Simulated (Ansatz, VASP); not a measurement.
## KF: VASP beside Ansatz

```
CELL_PARAMETERS angstrom
4.48472 0.00000 0.00000
-2.24236 3.88388 0.00000
0.00000 0.00000 5.27170
ATOMIC_POSITIONS crystal
K 0.33333 0.66667 0.25000
K 0.66667 0.33333 0.75000
F 0.66667 0.33333 0.25000
F 0.33333 0.66667 0.75000
```

Alike in both runs: task single point; functional r2SCAN; k mesh 6 × 6 × 6; no spin polarisation.

|  | VASP | Ansatz |
| --- | --- | --- |
| version | VASP 6.6.1 | Ansatz 0.2.0 |
| potentials or method | VASP PAW PBE potentials, release 64 (K_sv, F) | plane waves, PAW |
| plane-wave cutoff (eV) | 520 | 500 |
| occupations | gaussian, width 0.01 eV | fixed |
| valence electrons in the cell | 32 | 32 |

|  | VASP | Ansatz | Ansatz less VASP |
| --- | --- | --- | --- |
| gap on the k mesh at the Fermi level (eV) | 5.95 | 5.96 | +0.007 |
| pressure (GPa) | 0.0 | 0.0 | +0.02 |

Caveats: the PAW data sets were made with another functional, which shifts forces and pressure a little (VASP). r2SCAN opens gaps a little over a GGA but as a rule still falls short of measured ones. A k mesh can miss the band edges.
